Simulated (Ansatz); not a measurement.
# Rh: the cost of one run

Method: DFT r2SCAN, scalar-relativistic, plane waves, PAW, in Ansatz 0.2.0.

2 further runs of the same task are left out: 2 set aside as unsound or not needed.

## (1) Starting point

It takes space group Fm-3m (No. 225, cubic). Conventional cell: a = 3.800 Å, b = 3.800 Å, c = 3.800 Å, α = 90.00°, β = 90.00°, γ = 90.00°. Around Rh (site symmetry m-3m) lie 12 Rh at 2.69 Å.

Coordinates:

```
CELL_PARAMETERS angstrom
1.89997 1.89997 0.00000
-1.89997 1.89997 0.00000
0.00000 0.00000 3.79994
ATOMIC_POSITIONS crystal
Rh 0.00000 0.00000 0.00000
Rh 0.50000 0.50000 0.50000
```

It goes back to an entry of the Materials Project.

The unstrained cell comes from an earlier run at this level (2 atoms, E(σ→0) -12830.5473 eV, gap none (metal)).

## (2) The cell strained by -1.0 %

Input file input.yaml:

```yaml
crystal:
  lattice:
    - [1.8809719866, 1.8809719866, 0.0]
    - [-1.8809719866, 1.8809719866, 0.0]
    - [0.0, 0.0, 3.8227430677]
  atoms:
    - { symbol: Rh, position: [0.0, 0.0, 0.0] }
    - { symbol: Rh, position: [0.5, 0.5, 0.5] }
basis:
  ecutwfc: 500
kpoints:
  mp_grid: { grid: [20, 20, 14] }
hamiltonian:
  xc: r2scan
scf:
  occupations: { method: gaussian, width: 0.1 }
output:
  forces: true
  stress: true
  eigenvalues: true
relax:
  adjacent_minimum: "off"
  f_tol: 0.008
  max_steps: 40
  cell: { stress_tol: 0.015, fix: [a, b, gamma] }
```

Started as:

```sh
$ ansatz run input.yaml --threads 1 --pin off --max-ram 2560MiB --backend cpu --events-out ev --progress --plain --runs-dir out
```

Q: Estimate wall time and peak memory on 1 thread of AMD EPYC (Zen 3), shared host.

About 3.7 min, with a peak of 0.66 GiB.
